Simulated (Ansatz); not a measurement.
**A film clamped to a substrate in HfN**

Level of theory: Ansatz, DFT r2SCAN, scalar-relativistic, plane waves, PAW. The runs took a 500 eV cutoff, a Γ-centred 22×22×22 mesh and Gaussian smearing (0.15 eV). Spin–orbit coupling is left out, which can shift energies with elements as heavy as these. No spin polarisation. Energies are free energies at this smearing, counted from the undisturbed cell; pressure is positive in compression.

The starting cell (relaxed at this level; this zinc-blende form isn't the usual structure):

```xyz
2
Lattice="0.0000 2.4458 2.4458 2.4458 0.0000 2.4458 2.4458 2.4458 0.0000" Properties=species:S:1:pos:R:3 pbc="T T T"
Hf    0.0000    0.0000    0.0000
N     3.6687    3.6687    3.6687
```

The cell (2 atoms, V0 = 29.26 Å³) is strained by p along both x and y and by q along z, fractional coordinates fixed. τp = (1/V0) ∂E/∂p = (σxx + σyy)(1 + p)(1 + q) and τq = (1/V0) ∂E/∂q = σzz(1 + p)², with tension positive.

| p | q | ΔE (meV/atom) | τp (GPa) | τq (GPa) |
| --- | --- | --- | --- | --- |
| 0.000 | 0.000 | 0.00 | -0.08 | -0.04 |
| -0.030 | 0.000 | 40.62 | -30.48 | -9.87 |
| 0.030 | 0.000 | 35.55 | 25.24 | 8.01 |
| 0.000 | -0.030 | 13.29 | -9.63 | -9.75 |
| 0.000 | 0.030 | 12.53 | 8.18 | 9.07 |

Problem. Get the second derivatives of the energy density.

Solution. Central differences give A = ∂τp/∂p = 929 GPa (C11 + C22 + 2 C12), C = ∂τq/∂q = 314 GPa (C33) and the cross term B = ∂τq/∂p = 298 GPa (C13 + C23); ∂τp/∂q = 297 GPa must equal B, and any difference shows higher-order terms. Steps this large leave an error of some per cent of A or C in all of these, which can swamp a small B. The ions are clamped. In a cubic crystal C11 = C = 314, C12 = B/2 = 149 GPa and A should be 2(C11 + C12) = 926 GPa; the bulk modulus is (C11 + 2 C12)/3 = 204 GPa.

Problem. A film of this crystal grows with z along the normal on a substrate that imposes p. How does its thickness respond, and what does the misfit cost?

Solution. Count p and q from the stress-free cell. A free surface needs τq = 0, so q = −(B/C) p = -0.95 p. The energy density left is (A − B²/C) p²/2 = M p², with the biaxial modulus M = 323 GPa; a misfit of 1 % costs 2.95 meV/atom, against 4.24 meV/atom if the thickness were held.

In a metal these slopes depend on the k mesh and the smearing.

Stretching the film in its plane thins it, but by much less than constant volume would require, so the misfit still changes the cell volume. Letting the thickness respond lowers the cost of a 1 % misfit from 4.24 to 2.95 meV/atom. The likely reason is the open tetrahedral network: opposite strains in the plane and along the normal can be taken up largely by bending bond angles, which costs less than changing the Hf–N bond lengths. For both kinds of strain, compression costs more than equal extension, as expected when short-range repulsion steepens faster than the bonding weakens.

Clamping the ions does no harm here, because these normal strains leave both sublattices on sites fixed by symmetry. Internal relaxation would enter under shear, where the Hf and N sublattices can shift against each other. The moduli shouldn't be carried over to ordinary rock-salt HfN, whose higher coordination generally makes for a stiffer lattice. Positive stiffness against these strains doesn't establish that the zinc-blende film resists shear or is stable against phonons.
